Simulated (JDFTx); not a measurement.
Runs of JDFTx 1.7.0 (patched build) on NaF (Villiaumite). Symmetry: Fm-3m, No. 225, cubic system. Conventional cell: a = 4.640 Å, b = 4.640 Å, c = 4.640 Å, α = 90.00°, β = 90.00°, γ = 90.00°. Na (site symmetry m-3m) is surrounded by 6 F at 2.32 Å. Around F (site symmetry m-3m) lie 6 Na at 2.32 Å. 

```csv
task,level,potentials or basis,cell,k mesh,cutoff (eV),smearing,max SCF steps,SCF threshold on the energy,solver of the electrons,further solve for the empty bands,symmetries,mesh quality,gap on the mesh (eV),pressure (GPa),V0 of scaled cells (Å³/atom),B0 (GPa)
equation of state,PBE,PseudoDojo-SR-PBE-0.5-standard,as given,10 × 10 × 10,1197,fermi-dirac 0.05 eV,100,1e-09 Ha,scf,-,-,not flagged,-,-,12.98,45
single point,PBE,PseudoDojo-SR-PBE-0.5-standard,as given,10 × 10 × 10,1197,fermi-dirac 0.05 eV,100,1e-09 Ha,scf,yes,-,not flagged,6.32,1.9,-,-
screening,LDA,PseudoDojo-SR-LDA-0.4.1-standard,as given,4 × 4 × 4,1197,fermi-dirac 0.05 eV,100,1e-09 Ha,scf,yes,none,coarse,5.97,(c),-,-
relaxation of cell and atoms,PBE+D2,PseudoDojo-SR-PBE-0.5-standard,relaxed,10 × 10 × 10,1197,fermi-dirac 0.05 eV,100,1e-09 Ha,scf,no,-,not flagged,(a),0.0,-,-
single point,PBEsol,PseudoDojo-SR-PBEsol-0.4.1-standard with smoothed tails,the cell as VASP's run set it,10 × 10 × 10,1197,gaussian 0.05 eV,100,1e-09 Ha,scf,yes,-,not flagged,6.18,-0.4,-,-
single point,PBE,PseudoDojo-SR-PBE-0.5-standard,as given,4 × 4 × 4,1197,fermi-dirac 0.05 eV,100,1e-09 Ha,scf,no,-,coarse,6.32,1.9,-,-
single point,PBEsol,SG15-PBE-1.2 with smoothed tails,as given,8 × 8 × 8,1361,fermi-dirac 0.05 eV,100,1e-09 Ha,scf,yes,-,not flagged,(b),0.2,-,-
single point,PBE,PseudoDojo-SR-PBE-0.5-standard,as given,5 × 5 × 5,1197,fermi-dirac 0.05 eV,100,1e-09 Ha,scf,yes,-,coarse,6.32,1.9,-,-
equation of state,PBEsol,PseudoDojo-SR-PBEsol-0.4.1-standard with smoothed tails,as given,10 × 10 × 10,1197,gaussian 0.05 eV,100,1e-09 Ha,scf,-,-,not flagged,-,-,12.39,49
```

Alike in all rows: no spin polarisation.

**Question.** Fill in the values left out.

**Answer.** (a) 6.29; (b) 6.14; (c) -4.5.

Caveats: some runs use coarse meshes; the potentials were made for another functional, which shifts forces and pressure (some runs); an odd mesh through Γ misses points on the zone boundary, where band edges often lie (some runs).

A gap of «none» marks a metal or a gap under the smearing width.

Not every run made on this cell is shown here.
